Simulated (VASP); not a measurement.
# SrCl2 (Fm-3m) in VASP: electric field gradients with PBE

Aim: the electric field gradients of SrCl2 with PBE.

Everything below comes from runs of VASP 6.6.1. Logs are shortened: lines on timing, memory, paths and dates and some standing lists are left out, and cuts for length are marked.

**1. The crystal as given**

Symmetry: Fm-3m, No. 225, cubic system. The conventional cell has a = 6.999 Å, b = 6.999 Å, c = 6.999 Å, α = 90.00°, β = 90.00°, γ = 90.00°. Sr (site symmetry m-3m) has 8 Cl at 3.03 Å as nearest neighbours. Cl (site symmetry -43m) has 4 Sr at 3.03 Å as nearest neighbours.

The cell is a database's computed one.

**2. Electric field gradients, PBE**

INCAR

```
PREC = Accurate
ENCUT = 520
EDIFF = 1E-8
ISMEAR = -1
SIGMA = 0.02
LREAL = F
LASPH = T
NELM = 100
ALGO = Fast
ISIF = 2
LWAVE = F
LCHARG = F
GGA = PE
LEFG = T
NBANDS = 19
```

KPOINTS

```
Automatic mesh
0
Gamma
  6 6 6
```

POSCAR

```
SrCl2
1.0
    0.0000000000      3.4997473228      3.4997473228
    3.4997473228      0.0000000000      3.4997473228
    3.4997473228      3.4997473228      0.0000000000
Sr Cl
1 2
Direct
    0.0000000000      0.0000000000      0.0000000000
    0.7500000000      0.7500000000      0.7500000000
    0.2500000000      0.2500000000      0.2500000000
```

Potentials or basis: VASP PAW PBE potentials, release 64 (Sr_sv, Cl).

The run is started by

```console
$ cat potpaw_PBE.64/Sr_sv/POTCAR potpaw_PBE.64/Cl/POTCAR > POTCAR
$ mpirun -np 1 vasp_std > vasp.out
```

OUTCAR:

```text
PREC = Accurate
   ENCUT = 520
   EDIFF = 1E-8
   ISMEAR = -1
   LREAL = F
   LASPH = T
   NELM = 100
   ISIF = 2
   GGA = PE

 ion  position               nearest neighbor table
   1  0.000  0.000  0.000-   2 3.03   2 3.03   3 3.03   3 3.03   2 3.03   2 3.03   3 3.03   3 3.03

   2  0.750  0.750  0.750-   1 3.03   1 3.03   1 3.03   1 3.03
   3  0.250  0.250  0.250-   1 3.03   1 3.03   1 3.03   1 3.03

  LATTYP: Found a face centered cubic cell.
 ALAT       =     6.9994946456

  Lattice vectors:

 A1 = (   0.0000000000,   3.4997473228,   3.4997473228)
 A2 = (   3.4997473228,   0.0000000000,   3.4997473228)
 A3 = (   3.4997473228,   3.4997473228,   0.0000000000)

Analysis of symmetry for initial positions (statically):
=====================================================================
 Subroutine PRICEL returns:
 Original cell was already a primitive cell.

 Routine SETGRP: Setting up the symmetry group for a
 face centered cubic supercell.

 Subroutine GETGRP returns: Found 48 space group operations
 (whereof 48 operations were pure point group operations)
 out of a pool of 48 trial point group operations.

The static configuration has the point symmetry O_h .

Analysis of symmetry for dynamics (positions and initial velocities):
=====================================================================
 Subroutine PRICEL returns:
 Original cell was already a primitive cell.

 Routine SETGRP: Setting up the symmetry group for a
 face centered cubic supercell.

 Subroutine GETGRP returns: Found 48 space group operations
 (whereof 48 operations were pure point group operations)
 out of a pool of 48 trial point group operations.

The dynamic configuration has the point symmetry O_h .

 Subroutine INISYM returns: Found 48 space group operations
 (whereof 48 operations are pure point group operations),
 and found     1 'primitive' translations

----------------------------------------------------------------------------------------

                                     Primitive cell

  volume of cell :      85.7314

  direct lattice vectors                    reciprocal lattice vectors
     0.000000000  3.499747323  3.499747323    -0.142867457  0.142867457  0.142867457
     3.499747323  0.000000000  3.499747323     0.142867457 -0.142867457  0.142867457
     3.499747323  3.499747323  0.000000000     0.142867457  0.142867457 -0.142867457

  length of vectors
     4.949390129  4.949390129  4.949390129     0.247453694  0.247453694  0.247453694

  position of ions in fractional coordinates (direct lattice)
     0.000000000  0.000000000  0.000000000
     0.750000000  0.750000000  0.750000000
     0.250000000  0.250000000  0.250000000

  ion indices of the primitive-cell ions
   primitive index   ion index
                 1           1
                 2           2
                 3           3

----------------------------------------------------------------------------------------

 KPOINTS: Automatic mesh

Automatic generation of k-mesh.
 Grid dimensions read from file:
 generate k-points for:    6    6    6

 Generating k-lattice:

  Cartesian coordinates                     Fractional coordinates (reciprocal lattice)
    -0.023811243  0.023811243  0.023811243     0.166666667  0.000000000  0.000000000
     0.023811243 -0.023811243  0.023811243     0.000000000  0.166666667  0.000000000
     0.023811243  0.023811243 -0.023811243     0.000000000  0.000000000  0.166666667

  Length of vectors
     0.041242282  0.041242282  0.041242282

  Shift w.r.t. Gamma in fractional coordinates (k-lattice)
     0.000000000  0.000000000  0.000000000

 Subroutine IBZKPT returns following result:
 ===========================================

 Found     16 irreducible k-points:

 Following reciprocal coordinates:
            Coordinates               Weight
  0.000000  0.000000  0.000000      1.000000
  0.166667  0.000000  0.000000      8.000000
  0.333333  0.000000  0.000000      8.000000
  0.500000  0.000000  0.000000      4.000000
  0.166667  0.166667  0.000000      6.000000
  0.333333  0.166667  0.000000     24.000000
[... 8 lines left out ...]
 -0.333333  0.333333  0.166667     24.000000
 -0.333333  0.500000  0.166667     12.000000
   k-points           NKPTS =     16   k-points in BZ     NKDIM =     16   number of bands    NBANDS=     19
   number of dos      NEDOS =    301   number of ions     NIONS =      3
   total plane-waves  NPLWV =  64000
   dimension x,y,z NGX =    40 NGY =   40 NGZ =   40
   dimension x,y,z NGXF=    80 NGYF=   80 NGZF=   80
   ions per type =               1   2
   NGX,Y,Z   is equivalent  to a cutoff of  13.44, 13.44, 13.44 a.u.
   NGXF,Y,Z  is equivalent  to a cutoff of  26.87, 26.87, 26.87 a.u.
 SYSTEM =  unknown system
   PREC   = accura    normal or accurate (medium, high low for compatibility)
   ISTART =      0    job   : 0-new  1-cont  2-samecut
   ICHARG =      2    charge: 1-file 2-atom 10-const
   ISPIN  =      1    spin polarized calculation?
   LNONCOLLINEAR =      F non collinear calculations
   LSORBIT =      F    spin-orbit coupling
   LASPH  =      T    aspherical Exc in radial PAW
   ENCUT  =  520.0 eV  38.22 Ry    6.18 a.u.   9.20  9.20  9.20*2*pi/ulx,y,z
   NELM   =    100;   NELMIN=  2; NELMDL= -5     # of ELM steps
   EDIFF  = 0.1E-07   stopping-criterion for ELM
   LREAL  =      F    real-space projection
   EDIFFG = 0.1E-06   stopping-criterion for IOM
   NSW    =      0    number of steps for IOM
   IBRION =     -1    ionic relax: 0-MD 1-quasi-New 2-CG
   NFREE  =      0    steps in history (QN), initial steepest desc. (CG)
   ISIF   =      2    stress and relaxation
   ISYM   =      2    0-nonsym 1-usesym 2-fastsym
   POTIM  = 0.5000    time-step for ionic-motion
   TEBEG  =    0.0;   TEEND  =   0.0 temperature during run
   PSTRESS=    0.0 pullay stress
   NELECT =      24.0000    total number of electrons
   NUPDOWN=      -1.0000    fix difference up-down
   EMIN   =  10.00;   EMAX   =-10.00  energy-range for DOS
   EFERMI =   0.00;   METHOD = LEGACY
   ISMEAR =    -1;   SIGMA  =   0.02  broadening in eV -4-tet -1-fermi 0-gaus
   EFERMI_NEDOS =   21; number of points for ismear=-14 and -15
   IALGO  =     68    algorithm
   IMIX   =      4    mixing-type and parameters
     AMIX     =   0.40;   BMIX     =  1.00
     AMIX_MAG =   1.60;   BMIX_MAG =  1.00
  volume/ion in A,a.u.               =      28.58       192.85
  Fermi-wavevector in a.u.,A,eV,Ry     =   1.070940  2.023784 15.604698  1.146913
  Thomas-Fermi vector in A             =   2.206666
   LORBIT       =      0    0 simple, 1 ext, 2 COOP (PROOUT), +10 PAW based schemes
   GGA     = PE    functional components
   LHFCALC =     F    Hartree Fock is set to
   AEXX    =    0.0000 exact exchange contribution
   IVDW    =     0    specifies the selected vdW correction
   LEPSILON=     F    determine dielectric tensor
   LRPA    =     F    only Hartree local field effects (RPA)
 non-spin polarized calculation
 RMM-DIIS sequential band-by-band and
  energy-cutoff  :      520.00
  volume of cell :       85.73
 maximum number of plane-waves:      2332
 NGX is ok and might be reduce to    40
   NGX = 19   NGY = 19   NGZ = 19

 number of electron      24.0000002 magnetization

 Free energy of the ion-electron system (eV)
  ---------------------------------------------------
  ext. energy  EPLUGINS =         0.00000000
  ---------------------------------------------------
  free energy    TOTEN  =       -12.78722999 eV

  energy without entropy =      -12.78722999  energy(sigma->0) =      -12.78722999

 E-fermi :   0.5584     XC(G=0):  -8.2408

 val. band max:        0.0887459992   @ k =   0.5000   0.5000   0.0000
 cond. band min:       5.3890683084   @ k =   0.0000   0.0000   0.0000
 fundamental gap:      5.3003223092
 Fermi energy:         0.5584312963

 k-point     1 :       0.0000    0.0000    0.0000
  band No.  band energies     occupation
      1     -32.8304      2.00000
      2     -14.8178      2.00000
      3     -14.8178      2.00000
      4     -14.8178      2.00000
      5     -13.1864      2.00000
      6     -12.3562      2.00000
[... 11 lines left out ...]
     18       9.1118      0.00000
     19       9.3444      0.00000
[... 313 lines left out ...]
      3     -14.9286      2.00000
      4     -14.8493      2.00000
      5     -12.5975      2.00000
      6     -12.5025      2.00000
[... 11 lines left out ...]
     18       9.5744      0.00000
     19      10.0390      0.00000

------------------------ aborting loop because EDIFF is reached ----------------------------------------

  FORCE on cell =-STRESS in cart. coord.  units (eV):
  Direction    XX          YY          ZZ          XY          YZ          ZX
  --------------------------------------------------------------------------------------
  -------------------------------------------------------------------------------------
  Total        0.3785194      0.3785194      0.3785194      0.0000000      0.0000000     -0.0000000
  in kB        7.0738959      7.0738959      7.0738959      0.0000000      0.0000000     -0.0000000
  external PRESSURE =       7.0738959 kB  Pullay stress =       0.0000000 kB

 VOLUME and BASIS-vectors are now :
 -----------------------------------------------------------------------------
  energy-cutoff  :      520.00
  volume of cell :       85.73
      direct lattice vectors                 reciprocal lattice vectors
     0.000000000  3.499747323  3.499747323    -0.142867457  0.142867457  0.142867457
     3.499747323  0.000000000  3.499747323     0.142867457 -0.142867457  0.142867457
     3.499747323  3.499747323  0.000000000     0.142867457  0.142867457 -0.142867457

 POSITION                                       TOTAL-FORCE (eV/Angst)
 -----------------------------------------------------------------------------------
      0.00000      0.00000      0.00000        -0.000000     -0.000000     -0.000000
      5.24962      5.24962      5.24962         0.000000      0.000000      0.000000
      1.74987      1.74987      1.74987        -0.000000     -0.000000     -0.000000
 -----------------------------------------------------------------------------------
    total drift:                               -0.000000     -0.000000      0.000000

  FREE ENERGIE OF THE ION-ELECTRON SYSTEM (eV)
  ---------------------------------------------------
  free  energy   TOTEN  =       -12.7872299882 eV

  energy  without entropy=      -12.7872299882  energy(sigma->0) =      -12.78722999

 Electric field gradients (V/A^2)
---------------------------------------------------------------------
 ion       V_xx      V_yy      V_zz      V_xy      V_xz      V_yz
---------------------------------------------------------------------
   1      -0.000    -0.000     0.000    -0.000    -0.000    -0.000
   2       0.000    -0.000    -0.000     0.000     0.000     0.000
   3       0.000    -0.000    -0.000     0.000     0.000     0.000
---------------------------------------------------------------------

 Electric field gradients after diagonalization (V/A^2)
 (convention: |V_zz| > |V_xx| > |V_yy|)
----------------------------------------------------------------------
 ion       V_xx      V_yy      V_zz     asymmetry (V_yy - V_xx)/ V_zz
----------------------------------------------------------------------
   1       0.000     0.000    -0.000       0.000
   2      -0.000    -0.000     0.000       0.000
   3      -0.000    -0.000     0.000       0.000
----------------------------------------------------------------------

           NMR quadrupolar parameters

 Cq : quadrupolar parameter    Cq=e*Q*V_zz/h
 eta: asymmetry parameters     (V_yy - V_xx)/ V_zz
 Q  : nuclear electric quadrupole moment in mb (millibarn)
----------------------------------------------------------------------
 ion       Cq(MHz)       eta       Q (mb)
----------------------------------------------------------------------
   1      -0.000       0.000       1.000
   2       0.000       0.000       1.000
   3       0.000       0.000       1.000
----------------------------------------------------------------------
```

It took 58 s on 1 thread of Intel Xeon Platinum 8488C (Sapphire Rapids), shared host; peak memory 0.24 GiB.

What came out:

```yaml
Free_energy: -12.7872 eV
Pressure: 0.7 GPa
Band_gap_on_the_k_mesh: 5.30 eV, indirect (least direct gap 5.51 eV)
```

Electric field gradients, principal values (V/Å²):
```csv
atom,Vxx,Vyy,Vzz
1 Sr,0.000,0.000,0.000
2 Cl,0.000,0.000,0.000
3 Cl,0.000,0.000,0.000
```
